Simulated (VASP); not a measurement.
InAs in VASP 6.6.1, single-point calculation

INCAR

```
PREC = Accurate
ISIF = 2
NSW = 0
ISMEAR = -1
LCHARG = .FALSE.
LWAVE = .FALSE.
SIGMA = 0.02
EDIFF = 1E-7
ENCUT = 300
IBRION = -1
LASPH = .TRUE.
NELM = 67
METAGGA = M06L
LREAL = .FALSE.
NBANDS = 16
```

KPOINTS

```
KPOINTS created by Atomic Simulation Environment
0
Gamma
8 8 8
0 0 0
```

POSCAR

```
In As
 1.0000000000000000
    -0.0000000000000000    3.0545904731694296    3.0545904731694296
     3.0545904731694296    0.0000000000000000    3.0545904731694296
     3.0545904731694296    3.0545904731694296    0.0000000000000000
 In  As
   1   1
Cartesian
  0.0000000000000000  0.0000000000000000 -0.0000000000000000
  1.5272952365847148  1.5272952365847148  1.5272952365847148
```

The recommended PBE PAW datasets give the neutral cell 18 valence electrons.

Command

```
mpirun -np 1 vasp_std
```

OSZICAR

```
N       E                     dE             d eps       ncg     rms          rms(c)
DAV:   1     0.135015145534E+06    0.13502E+06   -0.43893E+07   944   0.295E+07
DAV:   2    -0.640476891315E+06   -0.77549E+06   -0.62674E+06  1856   0.326E+06
DAV:   3    -0.280674180295E+07   -0.21663E+07   -0.21218E+07  1808   0.300E+06
DAV:   4    -0.502330046945E+07   -0.22166E+07   -0.21683E+07  1856   0.584E+06
DAV:   5    -0.678954970576E+07   -0.17662E+07   -0.17345E+07  1856   0.534E+06    0.578E+02
DAV:   6    -0.487821549848E+02    0.67895E+07   -0.25605E+04  1008   0.118E+03    0.265E+03
DAV:   7    -0.449949621599E+05   -0.44946E+05   -0.41236E+05  1672   0.120E+03    0.160E+02
DAV:   8    -0.691874329227E+03    0.44303E+05   -0.43438E+04  1448   0.108E+03    0.329E+03
DAV:   9    -0.691282793206E+05   -0.68436E+05   -0.62061E+05  1408   0.262E+03    0.790E+01
DAV:  10    -0.976094811626E+03    0.68152E+05   -0.44065E+04  1352   0.156E+03    0.270E+03
...
DAV:  37    -0.406461509993E+07   -0.38469E+07   -0.39932E+07   960   0.157E+05    0.194E+04
DAV:  38    -0.669968246387E+06    0.33946E+07   -0.36233E+06  1360   0.240E+05    0.212E+04
DAV:  39    -0.894471345989E+07   -0.82747E+07   -0.89546E+07   944   0.151E+05    0.661E+03
DAV:  40    -0.138709850861E+11   -0.13862E+11   -0.18060E+10  1024   0.225E+07    0.952E+03
DAV:  41    -0.126128954575E+13   -0.12474E+13   -0.12550E+13  1216   0.946E+07    0.897E+03
DAV:  42    -0.316200778856E+10    0.12581E+13   -0.25003E+10  1040   0.361E+05    0.581E+03
DAV:  43    -0.896501752588E+10   -0.58030E+10   -0.65904E+10  1648   0.102E+05    0.359E+03
DAV:  44    -0.155769322507E+11   -0.66119E+10   -0.15535E+11  1600   0.764E+04    0.985E+03
DAV:  45    -0.222418313513E+10    0.13353E+11   -0.22241E+10  1160   0.196E+04    0.159E+03
DAV:  46    -0.728288283563E+08    0.21514E+10   -0.72830E+08  1248   0.172E+03    0.831E+03
```

Standard output (part)

```
...
 WARNING: Sub-Space-Matrix is not hermitian in DAV           23
 -4.620385579992668E-003
 WARNING: Sub-Space-Matrix is not hermitian in DAV           19
 -3.612333278219290E-003
 WARNING: Sub-Space-Matrix is not hermitian in DAV           21
  2.606874614579722E-003
 WARNING: Sub-Space-Matrix is not hermitian in DAV            3
  4.558322103727279E-002
 WARNING: Sub-Space-Matrix is not hermitian in DAV            5
 -5.445339281165825E-002
 WARNING: Sub-Space-Matrix is not hermitian in DAV            6
  0.118306449726696
 WARNING: Sub-Space-Matrix is not hermitian in DAV            7
 -6.706735363091974E-002
 WARNING: Sub-Space-Matrix is not hermitian in DAV           21
 -8.331875256263292E-004
 WARNING: Sub-Space-Matrix is not hermitian in DAV           10
 -4.333427117082542E-004
 the old and the new charge density differ
 old charge density:    18.74789 new   19.07795
    0.661E+03
 WARNING: Sub-Space-Matrix is not hermitian in DAV           10
 -4.334822688413537E-003
 WARNING: Sub-Space-Matrix is not hermitian in DAV           11
 -5.925487279534201E-002
 WARNING: Sub-Space-Matrix is not hermitian in DAV           13
 -7.625635724971490E-002
 WARNING: Sub-Space-Matrix is not hermitian in DAV           21
 -0.702804790375433
 WARNING: Sub-Space-Matrix is not hermitian in DAV           17
  -1.55336621402523
 WARNING: Sub-Space-Matrix is not hermitian in DAV            1
  -1.07765221058619
 WARNING: Sub-Space-Matrix is not hermitian in DAV           11
 -0.132804127455882
 WARNING: Sub-Space-Matrix is not hermitian in DAV           12
   1.42086084317890
 WARNING: Sub-Space-Matrix is not hermitian in DAV            7
 -0.599744795132303
 WARNING: Sub-Space-Matrix is not hermitian in DAV           11
 -0.110434675672978
 WARNING: Sub-Space-Matrix is not hermitian in DAV            9
 -0.520501804995756
 WARNING: Sub-Space-Matrix is not hermitian in DAV           11
  -1.05850326759538
 WARNING: Sub-Space-Matrix is not hermitian in DAV           13
  -1.225968
```

VASP stopped with an error.

The run took about 2 min on one core of a shared host (Intel Xeon Platinum 8488C) and held 0.15 GiB at most.
